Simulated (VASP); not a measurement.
Crystal: C.

```
C
1.0
     0.00000    1.78337    1.78337
     1.78337    0.00000    1.78337
     1.78337    1.78337    0.00000
C
2
Direct
  0.00000 0.00000 0.00000
  0.25000 0.25000 0.25000
```

This isn't the form of C at room conditions, which is graphite.

```yaml
Program: VASP 6.6.1
Task: relaxation of cell and atoms
Functional: LDA
Potentials_or_basis: VASP PAW LDA potentials, release 64 (C)
Cutoff: 600 eV
k_mesh: 14 × 14 × 14
Occupations: gaussian, width 0.03 eV
Spin: no spin polarisation
```

At the start: pressure -12.4 GPa; volume 5.67 Å³/atom.

Q: Where does the relaxation end?

A: Over 3 steps the energy falls by 6.2 meV/atom and the volume is 5.52 Å³/atom (-2.7 %); space group Fd-3m (No. 227, to 0.05 Å).

The path:
```tsv
step	energy change (eV)	largest force (eV/Å)	pressure (GPa)	volume (Å³)
1	0.0000	0.0000	-12.37	11.34
2	0.0090	0.0000	17.94	10.64
3	-0.0123	0.0000	-0.11	11.03
```

Final structure:
```xyz
2
Lattice="0.0000 1.7670 1.7670 1.7670 0.0000 1.7670 1.7670 1.7670 0.0000" Properties=species:S:1:pos:R:3 pbc="T T T"
C     0.0000    0.0000    0.0000
C     0.8835    0.8835    0.8835
```
